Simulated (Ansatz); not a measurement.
**A sublattice moved along a line in CoSi**

Computed with DFT PBEsol, scalar-relativistic, plane waves, PAW in Ansatz 0.2.0. Settings: plane waves to 420 eV, k-mesh 22×22×22 (Γ-centred), Gaussian smearing 0.15 eV. Collinear spins, started from moments 0.5, 0.0 μB in atom order; the magnetic state may not be the lowest. Energies are free energies at this smearing, counted from the undisturbed cell; pressure is positive in compression.

The starting cell (relaxed at this level; with this scan's settings it stands at 0.2 GPa; this CsCl-type form isn't the usual structure):

```
Co Si
1.0
     2.75206    0.00000    0.00000
     0.00000    2.75206    0.00000
     0.00000    0.00000    2.75206
Co Si
1 1
Direct
  0.00000 0.00000 0.00000
  0.50000 0.50000 0.50000
```

Every Co atom is moved by x along the Cartesian unit vector (-0.577, -0.577, -0.577); the cell and all other atoms stay fixed. The cell is metallic on the mesh throughout.

Over the sampled range (-0.1000 to 0.0750), is the undisturbed cell the lowest point?

Yes, every other sampled point lies higher.

The scan:

| x (Å) | ΔE (meV/cell) |
| --- | --- |
| -0.1000 | 28.0 |
| -0.0500 | 6.9 |
| 0.0000 | 0.0 |
| 0.0750 | 15.6 |

Cost: 4 runs of about 5.4 core-minutes in all, on Arm Neoverse V2 (shared hosts).